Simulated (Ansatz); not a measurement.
# HfTi2O6: the cost of one run

Method: DFT PBE, scalar-relativistic, plane waves, PAW, in Ansatz 0.2.0.

1 further run of the same task is left out (it didn't finish).

### Step 1. The system as given

It takes space group I4/mmm (No. 139, tetragonal). Conventional cell: a = 3.643 Å, b = 3.643 Å, c = 15.455 Å, α = 90.00°, β = 90.00°, γ = 90.00°. Around Hf (site symmetry 4/mmm) lie 8 O at 2.23 Å. Around Ti (site symmetry 4mm) lie 8 O at 2.23 Å. Around O (site symmetry -4m2) lie 4 Ti at 2.23 Å. O (site symmetry 2mm) has 2 Hf at 2.23 Å and 2 Ti at 2.23 Å as nearest neighbours.

Structure file:

```cif
data_structure
_symmetry_space_group_name_H-M 'P 1'
_symmetry_Int_Tables_number 1
_cell_length_a 8.1456
_cell_length_b 8.1456
_cell_length_c 8.1456
_cell_angle_alpha 154.158
_cell_angle_beta 154.158
_cell_angle_gamma 36.870
_cell_volume 102.55
loop_
_atom_site_label
_atom_site_type_symbol
_atom_site_fract_x
_atom_site_fract_y
_atom_site_fract_z
_atom_site_occupancy
Hf1 Hf 0.00000 0.00000 0.00000 1
Ti1 Ti 0.66667 0.66667 0.00000 1
Ti2 Ti 0.33333 0.33333 0.00000 1
O1 O 0.75000 0.25000 0.50000 1
O2 O 0.41667 0.91667 0.50000 1
O3 O 0.08333 0.58333 0.50000 1
O4 O 0.91667 0.41667 0.50000 1
O5 O 0.58333 0.08333 0.50000 1
O6 O 0.25000 0.75000 0.50000 1
```

The start is an ordering of an alloy on its end members' structure types: elements ordered on the sites of the HfO2 type, Hf/Ti on Hf (I4/mmm, No. 139).

### Step 2. Probe: one point on a coarse mesh

Contents of input.yaml:

```yaml
crystal:
  lattice:
    - [-1.82142049, 1.82142049, 7.72763267]
    - [1.82142049, -1.82142049, 7.72763267]
    - [1.82142049, 1.82142049, -7.72763267]
  atoms:
    - { symbol: Hf, position: [0.0, 0.0, 0.0] }
    - { symbol: Ti, position: [0.66666667, 0.66666667, 0.0], spin: -1.0 }
    - { symbol: Ti, position: [0.33333333, 0.33333333, 0.0], spin: 1.0 }
    - { symbol: O, position: [0.75, 0.25, 0.5] }
    - { symbol: O, position: [0.41666667, 0.91666667, 0.5] }
    - { symbol: O, position: [0.08333333, 0.58333333, 0.5] }
    - { symbol: O, position: [0.91666667, 0.41666667, 0.5] }
    - { symbol: O, position: [0.58333333, 0.08333333, 0.5] }
    - { symbol: O, position: [0.25, 0.75, 0.5] }
basis:
  ecutwfc: 420
kpoints:
  mp_grid: { grid: [6, 6, 6] }
hamiltonian:
  xc: pbe
scf:
  occupations: { method: gaussian, width: 0.1 }
  lower_state_search: "off"
output:
  forces: true
  stress: true
  eigenvalues: true
  populations: true
magnetization:
  spin_polarized: true
```

On the command line:

```bash
$ ansatz run input.yaml --threads 1 --pin off --max-ram 2560MiB --backend cpu --events-out ev --progress --plain --runs-dir out
```

**Question.** How long does this run take on 1 thread of Intel Xeon Platinum 8259CL at 2.50GHz (Skylake/Cascade Lake), shared host, and how much memory does it need?

About 60 s, with a peak of 0.56 GiB.
